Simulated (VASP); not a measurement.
# Li (Im-3m) in VASP: a series of runs

One crystal, Li, is run at these levels: PBEsol; tasks: single point, relaxation of cell and atoms.

All numbers are computed with VASP 6.6.1; they aren't measurements. Logs are shortened: lines on timing, memory, paths and dates and some standing lists are left out, and cuts for length are marked.

**1. The crystal as given**

Symmetry: Im-3m, No. 229, cubic system. Conventional cell: a = 3.433 Å, b = 3.433 Å, c = 3.433 Å, α = 90.00°, β = 90.00°, γ = 90.00°. Li (site symmetry m-3m) has 8 Li at 2.97 Å as nearest neighbours.

**2. Single point, PBEsol**

File INCAR:

```
SYSTEM = Li
PREC = Accurate
ENCUT = 520
EDIFF = 1E-7
ISMEAR = 0
SIGMA = 0.1
LREAL = .FALSE.
LASPH = .TRUE.
NELM = 100
ALGO = Fast
ISIF = 2
LWAVE = .FALSE.
LCHARG = .FALSE.
GGA = PS
NBANDS = 8
```

File KPOINTS:

```
regular mesh
0
G
  18 18 18
  0 0 0
```

File POSCAR:

```
Li
1.0
   -1.7166026942      1.7166026942      1.7166026942
    1.7166026942     -1.7166026942      1.7166026942
    1.7166026942      1.7166026942     -1.7166026942
Li
1
Direct
    0.0000000000      0.0000000000      0.0000000000
```

Potentials or basis: VASP PAW PBE potentials, release 64 (Li_sv).

Command:

```
$ cat potpaw_PBE.64/Li_sv/POTCAR > POTCAR
$ mpirun -np 1 vasp_std > vasp.out
```

OUTCAR:

```text
SYSTEM = Li
   PREC = Accurate
   ENCUT = 520
   EDIFF = 1E-7
   ISMEAR = 0
   LREAL = .FALSE.
   LASPH = .TRUE.
   NELM = 100
   ISIF = 2
   GGA = PS

 ion  position               nearest neighbor table
   1  0.000  0.000  0.000-

  LATTYP: Found a body centered cubic cell.
 ALAT       =     3.4332053884

  Lattice vectors:

 A1 = (  -1.7166026942,   1.7166026942,   1.7166026942)
 A2 = (   1.7166026942,  -1.7166026942,   1.7166026942)
 A3 = (   1.7166026942,   1.7166026942,  -1.7166026942)

Analysis of symmetry for initial positions (statically):
=====================================================================
 Subroutine PRICEL returns:
 Original cell was already a primitive cell.

 Routine SETGRP: Setting up the symmetry group for a
 body centered cubic supercell.

 Subroutine GETGRP returns: Found 48 space group operations
 (whereof 48 operations were pure point group operations)
 out of a pool of 48 trial point group operations.

The static configuration has the point symmetry O_h .

Analysis of symmetry for dynamics (positions and initial velocities):
=====================================================================
 Subroutine PRICEL returns:
 Original cell was already a primitive cell.

 Routine SETGRP: Setting up the symmetry group for a
 body centered cubic supercell.

 Subroutine GETGRP returns: Found 48 space group operations
 (whereof 48 operations were pure point group operations)
 out of a pool of 48 trial point group operations.

The dynamic configuration has the point symmetry O_h .

 Subroutine INISYM returns: Found 48 space group operations
 (whereof 48 operations are pure point group operations),
 and found     1 'primitive' translations

----------------------------------------------------------------------------------------

                                     Primitive cell

  volume of cell :      20.2334

  direct lattice vectors                    reciprocal lattice vectors
    -1.716602694  1.716602694  1.716602694     0.000000000  0.291272990  0.291272990
     1.716602694 -1.716602694  1.716602694     0.291272990  0.000000000  0.291272990
     1.716602694  1.716602694 -1.716602694     0.291272990  0.291272990  0.000000000

  length of vectors
     2.973243083  2.973243083  2.973243083     0.411922213  0.411922213  0.411922213

  position of ions in fractional coordinates (direct lattice)
     0.000000000  0.000000000  0.000000000
[... 79 lines left out ...]
   NSW    =      0    number of steps for IOM
   IBRION =     -1    ionic relax: 0-MD 1-quasi-New 2-CG
   NFREE  =      0    steps in history (QN), initial steepest desc. (CG)
   ISIF   =      2    stress and relaxation
   ISYM   =      2    0-nonsym 1-usesym 2-fastsym
   POTIM  = 0.5000    time-step for ionic-motion
   TEBEG  =    0.0;   TEEND  =   0.0 temperature during run
   PSTRESS=    0.0 pullay stress
   NELECT =       3.0000    total number of electrons
   NUPDOWN=      -1.0000    fix difference up-down
   EMIN   =  10.00;   EMAX   =-10.00  energy-range for DOS
   EFERMI =   0.00;   METHOD = LEGACY
   ISMEAR =     0;   SIGMA  =   0.10  broadening in eV -4-tet -1-fermi 0-gaus
   EFERMI_NEDOS =   21; number of points for ismear=-14 and -15
   IALGO  =     68    algorithm
   IMIX   =      4    mixing-type and parameters
     AMIX     =   0.40;   BMIX     =  1.00
     AMIX_MAG =   1.60;   BMIX_MAG =  1.00
  volume/ion in A,a.u.               =      20.23       136.54
  Fermi-wavevector in a.u.,A,eV,Ry     =   0.866481  1.637411 10.215097  0.750788
  Thomas-Fermi vector in A             =   1.984876
   LORBIT       =      0    0 simple, 1 ext, 2 COOP (PROOUT), +10 PAW based schemes
   GGA     = PS    functional components
   LHFCALC =     F    Hartree Fock is set to
   AEXX    =    0.0000 exact exchange contribution
   IVDW    =     0    specifies the selected vdW correction
   LEPSILON=     F    determine dielectric tensor
   LRPA    =     F    only Hartree local field effects (RPA)
 non-spin polarized calculation
 RMM-DIIS sequential band-by-band and
 Gauss-broadening in eV      SIGMA  =   0.10
  energy-cutoff  :      520.00
  volume of cell :       20.23
 maximum number of plane-waves:       563
 NGX is ok and might be reduce to    24
   NGX = 11   NGY = 11   NGZ = 11

 number of electron       3.0000001 magnetization

 Free energy of the ion-electron system (eV)
  ---------------------------------------------------
  ext. energy  EPLUGINS =         0.00000000
  ---------------------------------------------------
  free energy    TOTEN  =        -1.96734458 eV

  energy without entropy =       -1.96481430  energy(sigma->0) =       -1.96607944

 E-fermi :   0.6392     XC(G=0):  -7.0220

 val. band max:        0.6111759063   @ k =   0.2778   0.2222   0.0000
 cond. band min:       0.6633761932   @ k =   0.3333   0.1667   0.0000
 fundamental gap:      0.0522002869
 Fermi energy:         0.6391614094

 k-point     1 :       0.0000    0.0000    0.0000
  band No.  band energies     occupation
      1     -45.2778      2.00000
      2      -2.9252      2.00000
      3      15.2809      0.00000
      4      15.2809      0.00000
      5      15.2809      0.00000
      6      20.0112      0.00000
      7      20.0112      0.00000
      8      20.0112      0.00000
[... 243 lines left out ...]
 k-point    24 :       0.3889    0.1111    0.0000
  band No.  band energies     occupation
      1     -45.2570      2.00000
      2       0.7511      0.11341
      3       4.4304      0.00000
      4       9.8568      0.00000
      5      11.6156      0.00000
      6      16.4561      0.00000
      7      18.2623      0.00000
      8      22.6885      0.00000

 [... further k-points ...]

------------------------ aborting loop because EDIFF is reached ----------------------------------------

  FORCE on cell =-STRESS in cart. coord.  units (eV):
  Direction    XX          YY          ZZ          XY          YZ          ZX
  --------------------------------------------------------------------------------------
  -------------------------------------------------------------------------------------
  Total       -0.0118020     -0.0118020     -0.0118020      0.0000000     -0.0000000      0.0000000
  in kB       -0.9345379     -0.9345379     -0.9345379      0.0000000     -0.0000000      0.0000000
  external PRESSURE =      -0.9345379 kB  Pullay stress =       0.0000000 kB

 VOLUME and BASIS-vectors are now :
 -----------------------------------------------------------------------------
  energy-cutoff  :      520.00
  volume of cell :       20.23
      direct lattice vectors                 reciprocal lattice vectors
    -1.716602694  1.716602694  1.716602694     0.000000000  0.291272990  0.291272990
     1.716602694 -1.716602694  1.716602694     0.291272990  0.000000000  0.291272990
     1.716602694  1.716602694 -1.716602694     0.291272990  0.291272990  0.000000000

 POSITION                                       TOTAL-FORCE (eV/Angst)
 -----------------------------------------------------------------------------------
      0.00000      0.00000      0.00000         0.000000      0.000000      0.000000
 -----------------------------------------------------------------------------------
    total drift:                                0.000000      0.000000     -0.000000

  FREE ENERGIE OF THE ION-ELECTRON SYSTEM (eV)
  ---------------------------------------------------
  free  energy   TOTEN  =        -1.9673445754 eV

  energy  without entropy=       -1.9648143004  energy(sigma->0) =       -1.96607944
```

stdout:

```text
POSCAR found type information on POSCAR Li
 POSCAR found :  1 types and       1 ions
 scaLAPACK will be used
 -----------------------------------------------------------------------------
|                                                                             |
|                                                                             |
|     You enforced a specific xc type in the INCAR file but a different       |
|     I HOPE YOU KNOW WHAT YOU ARE DOING!                                     |
|                                                                             |
 -----------------------------------------------------------------------------

 LDA part: xc-table for (Slater+PW92), standard interpolation
 POSCAR, INCAR and KPOINTS ok, starting setup
 FFT: planning ... GRIDC
 FFT: planning ... GRID_SOFT
 FFT: planning ... GRID
 WAVECAR not read
 entering main loop
WARNING in EDDRMM: call to ZHEGV failed, returncode =   6  3      2
WARNING in EDDRMM: call to ZHEGV failed, returncode =   8  4      5
WARNING in EDDRMM: call to ZHEGV failed, returncode =   6  3      3
WARNING in EDDRMM: call to ZHEGV failed, returncode =   6  3      2
WARNING in EDDRMM: call to ZHEGV failed, returncode =   6  3      4
WARNING in EDDRMM: call to ZHEGV failed, returncode =   8  4      8
WARNING in EDDRMM: call to ZHEGV failed, returncode =   6  3      7
```

Wall time 17 s (1 thread of Intel Xeon Platinum 8488C (Sapphire Rapids), shared host); peak memory 0.14 GiB.

Results:

```
Free energy            : -1.9673 eV
Band gap on the k mesh : none (metal or under the smearing width)
```

Levels at points of the mesh, in eV from the Fermi level:
```tsv
k point	band 1	band 2	band 3	band 4	band 5	band 6
(0.00, 0.00, 0.00)	-45.92	-3.56	14.64	14.64	14.64	19.37
(0.50, 0.00, 0.00)	-45.90	0.24	3.27	10.38	11.86	13.63
(0.50, 0.50, 0.50)	-45.88	5.52	5.52	5.52	7.77	7.77
```

Caveat: the cutoff is under 1.25 times the usual one of these potentials, so pressure, stress and relaxed cells hold a basis-set (Pulay) error; the PAW data sets were made with another functional, which shifts forces and pressure a little.

**3. Relaxation of cell and atoms, PBEsol**

This run uses another cell than the first one, of 20.34 Å³/atom, 1.005 times its volume.

File INCAR:

```
SYSTEM = Li
PREC = Accurate ; ENCUT = 600
EDIFF = 1E-6 ; ISMEAR = 0
SIGMA = 0.1 ; LREAL = .FALSE.
LASPH = .TRUE. ; NELM = 100
ALGO = Fast ; ISIF = 3
LWAVE = .FALSE. ; LCHARG = .FALSE.
GGA = PS ; IBRION = 2
NSW = 100 ; EDIFFG = -0.002
```

File KPOINTS:

```
Automatic mesh
0
G
  18 18 18
  0 0 0
```

File POSCAR:

```
Li
1.0
   -1.7196562300      1.7196562300      1.7196562300
    1.7196562300     -1.7196562300      1.7196562300
    1.7196562300      1.7196562300     -1.7196562300
Li
1
Direct
    0.0000000000      0.0000000000      0.0000000000
```

Potentials or basis: VASP PAW PBE potentials, release 64 (Li_sv).

Command:

```
$ cat potpaw_PBE.64/Li_sv/POTCAR > POTCAR
$ mpirun -np 1 vasp_std > vasp.out
```

OUTCAR:

```text
SYSTEM = Li
   PREC = Accurate
   ENCUT = 600
   EDIFF = 1E-6
   ISMEAR = 0
   LREAL = .FALSE.
   LASPH = .TRUE.
   NELM = 100
   ISIF = 3
   GGA = PS
   IBRION = 2
   NSW = 100
   EDIFFG = -0.002

 ion  position               nearest neighbor table
   1  0.000  0.000  0.000-

  LATTYP: Found a body centered cubic cell.
 ALAT       =     3.4393124600

  Lattice vectors:

 A1 = (  -1.7196562300,   1.7196562300,   1.7196562300)
 A2 = (   1.7196562300,  -1.7196562300,   1.7196562300)
 A3 = (   1.7196562300,   1.7196562300,  -1.7196562300)

Analysis of symmetry for initial positions (statically):
=====================================================================
 Subroutine PRICEL returns:
 Original cell was already a primitive cell.

 Routine SETGRP: Setting up the symmetry group for a
 body centered cubic supercell.

 Subroutine GETGRP returns: Found 48 space group operations
 (whereof 48 operations were pure point group operations)
 out of a pool of 48 trial point group operations.

The static configuration has the point symmetry O_h .

Analysis of symmetry for dynamics (positions and initial velocities):
=====================================================================
 Subroutine PRICEL returns:
 Original cell was already a primitive cell.

 Routine SETGRP: Setting up the symmetry group for a
 body centered cubic supercell.

 Subroutine GETGRP returns: Found 48 space group operations
 (whereof 48 operations were pure point group operations)
 out of a pool of 48 trial point group operations.

The dynamic configuration has the point symmetry O_h .

 Subroutine INISYM returns: Found 48 space group operations
 (whereof 48 operations are pure point group operations),
 and found     1 'primitive' translations
[... 121 lines left out ...]
   IVDW    =     0    specifies the selected vdW correction
   LEPSILON=     F    determine dielectric tensor
   LRPA    =     F    only Hartree local field effects (RPA)
 conjugate gradient relaxation of ions
 non-spin polarized calculation
 RMM-DIIS sequential band-by-band and
 Gauss-broadening in eV      SIGMA  =   0.10
  energy-cutoff  :      600.00
  volume of cell :       20.34
 maximum number of plane-waves:       692
   NGX = 11   NGY = 11   NGZ = 11

--------------------------------------- Ionic step        1  -------------------------------------------

 number of electron       2.9999999 magnetization

 Free energy of the ion-electron system (eV)
  ---------------------------------------------------
  ext. energy  EPLUGINS =         0.00000000
  ---------------------------------------------------
  free energy    TOTEN  =        -1.96777301 eV

  energy without entropy =       -1.96524247  energy(sigma->0) =       -1.96650774

------------------------ aborting loop because EDIFF is reached ----------------------------------------

  FORCE on cell =-STRESS in cart. coord.  units (eV):
  Direction    XX          YY          ZZ          XY          YZ          ZX
  --------------------------------------------------------------------------------------
  -------------------------------------------------------------------------------------
  Total       -0.0197291     -0.0197291     -0.0197291     -0.0000000     -0.0000000     -0.0000000
  in kB       -1.5539321     -1.5539321     -1.5539321     -0.0000000     -0.0000000     -0.0000000
  external PRESSURE =      -1.5539321 kB  Pullay stress =       0.0000000 kB
[... 92 lines left out ...]
--------------------------------------- Ionic step        4  -------------------------------------------

 number of electron       3.0000003 magnetization

 Free energy of the ion-electron system (eV)
  ---------------------------------------------------
  ext. energy  EPLUGINS =         0.00000000
  ---------------------------------------------------
  free energy    TOTEN  =        -1.96796035 eV

  energy without entropy =       -1.96543410  energy(sigma->0) =       -1.96669723

 E-fermi :   0.6635     XC(G=0):  -7.0450

 val. band max:        0.6360002638   @ k =   0.2778   0.2222   0.0000
 cond. band min:       0.6878805124   @ k =   0.3333   0.1667   0.0000
 fundamental gap:      0.0518802486
 Fermi energy:         0.6635486490

 k-point     1 :       0.0000    0.0000    0.0000
  band No.  band energies     occupation
      1     -45.2346      2.00000
      2      -2.9136      2.00000
      3      15.3995      0.00000
      4      15.3995      0.00000
      5      15.3995      0.00000
[... 177 lines left out ...]
 k-point    24 :       0.3889    0.1111    0.0000
  band No.  band energies     occupation
      1     -45.2132      2.00000
      2       0.7749      0.11525
      3       4.4834      0.00000
      4       9.9402      0.00000
      5      11.7077      0.00000

 [... further k-points ...]

------------------------ aborting loop because EDIFF is reached ----------------------------------------

  FORCE on cell =-STRESS in cart. coord.  units (eV):
  Direction    XX          YY          ZZ          XY          YZ          ZX
  --------------------------------------------------------------------------------------
  -------------------------------------------------------------------------------------
  Total       -0.0019691     -0.0019691     -0.0019691      0.0000000      0.0000000      0.0000000
  in kB       -0.1573497     -0.1573497     -0.1573497      0.0000000      0.0000000      0.0000000
  external PRESSURE =      -0.1573497 kB  Pullay stress =       0.0000000 kB
[... 16 lines left out ...]
  FREE ENERGIE OF THE ION-ELECTRON SYSTEM (eV)
  ---------------------------------------------------
  free  energy   TOTEN  =        -1.9679603527 eV

  energy  without entropy=       -1.9654341007  energy(sigma->0) =       -1.96669723

 reached required accuracy - stopping structural energy minimisation
```

OSZICAR:

```text
N       E                     dE             d eps       ncg     rms          rms(c)
DAV:   1     0.645820998958E+00    0.64582E+00   -0.74457E+02  1960   0.450E+02
DAV:   2    -0.183675873744E+01   -0.24826E+01   -0.23770E+01  2715   0.612E+01
[... 24 lines left out ...]
   3 F= -.19679500E+01 E0= -.19666864E+01  d E =-.176975E-03
       N       E                     dE             d eps       ncg     rms          rms(c)
DAV:   1    -0.196798339629E+01   -0.33842E-04   -0.72851E-04  2620   0.272E-01    0.573E-02
RMM:   2    -0.196796815921E+01    0.15237E-04   -0.26114E-05  1990   0.671E-02    0.341E-02
RMM:   3    -0.196796000465E+01    0.81546E-05   -0.11952E-05  2087   0.430E-02    0.115E-03
RMM:   4    -0.196796035265E+01   -0.34800E-06   -0.44205E-06  1918   0.245E-02
   4 F= -.19679604E+01 E0= -.19666972E+01  d E =-.187343E-03
```

It took 17 s on 1 thread of Intel Xeon Platinum 8488C (Sapphire Rapids), shared host; peak memory 0.14 GiB.

What came out:

```
Free energy                            : -1.9680 eV
Relaxed volume                         : 20.05 Å³/atom
Relaxed cell                           : a = 2.964 Å, b = 2.964 Å, c = 2.964 Å, α = 109.47°, β = 109.47°, γ = 109.47°
Space group after relaxing (to 0.05 Å) : Im-3m (No. 229)
Energy gained by relaxing              : 0.2 meV/atom
Ionic steps                            : 4
Pressure after relaxing                : 0.0 GPa
Band gap on the k mesh                 : none (metal or under the smearing width)
```

Step by step:
| step | energy change (eV) | largest force (eV/Å) | pressure (GPa) | volume (Å³) |
| --- | --- | --- | --- | --- |
| 1 | 0.0000 | 0.0000 | -0.16 | 20.34 |
| 2 | -0.0001 | 0.0000 | -0.17 | 20.28 |
| 3 | -0.0002 | 0.0000 | -0.04 | 20.11 |
| 4 | -0.0002 | 0.0000 | -0.02 | 20.05 |

Final structure:
```
Li
1.0
    -1.71139    1.71139    1.71139
     1.71139   -1.71139    1.71139
     1.71139    1.71139   -1.71139
Li
1
Direct
  0.00000 0.00000 0.00000
```

Levels at points of the mesh, in eV from the Fermi level:
```tsv
k point	band 1	band 2	band 3	band 4	band 5
(0.00, 0.00, 0.00)	-45.90	-3.58	14.74	14.74	14.74
(0.50, 0.00, 0.00)	-45.88	0.23	3.29	10.45	11.93
(0.50, 0.50, 0.50)	-45.86	5.56	5.56	5.56	7.81
```

Caveat: the cutoff is under 1.25 times the usual one of these potentials, so pressure, stress and relaxed cells hold a basis-set (Pulay) error; the PAW data sets were made with another functional, which shifts forces and pressure a little.

[end of part 1 of 2]
